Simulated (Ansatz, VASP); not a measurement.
## Li2O: VASP beside Ansatz

```xyz
3
Lattice="0.0000 2.2470 2.2470 2.2470 0.0000 2.2470 2.2470 2.2470 0.0000" Properties=species:S:1:pos:R:3 pbc="T T T"
Li    1.1235    1.1235    1.1235
Li    3.3705    3.3705    3.3705
O     0.0000    0.0000    0.0000
```

Alike in both runs: functional LDA; k mesh 8 × 8 × 8; occupations gaussian, width 0.02 eV; no spin polarisation.

Ansatz relaxed the structure, and its values are those at the end. VASP's run is a single point on that final structure, the one shown.

```csv
,VASP,Ansatz
version,VASP 6.6.1,Ansatz 0.2.0
potentials or method,"VASP PAW LDA potentials, release 64 (Li_sv, O)","scalar-relativistic, plane waves, PAW"
plane-wave cutoff (eV),520,420
valence electrons in the cell,12,12
```

VASP gave:

| Property | Result |
| --- | --- |
| gap on the k mesh at the Fermi level (eV) | 4.94 |
| least direct gap on the mesh (eV) | 5.89 |

Task: What did Ansatz give for the same quantities?

Result: gap on the k mesh at the Fermi level (eV): 4.96; least direct gap on the mesh (eV): 5.88.

 A k mesh can miss the band edges.
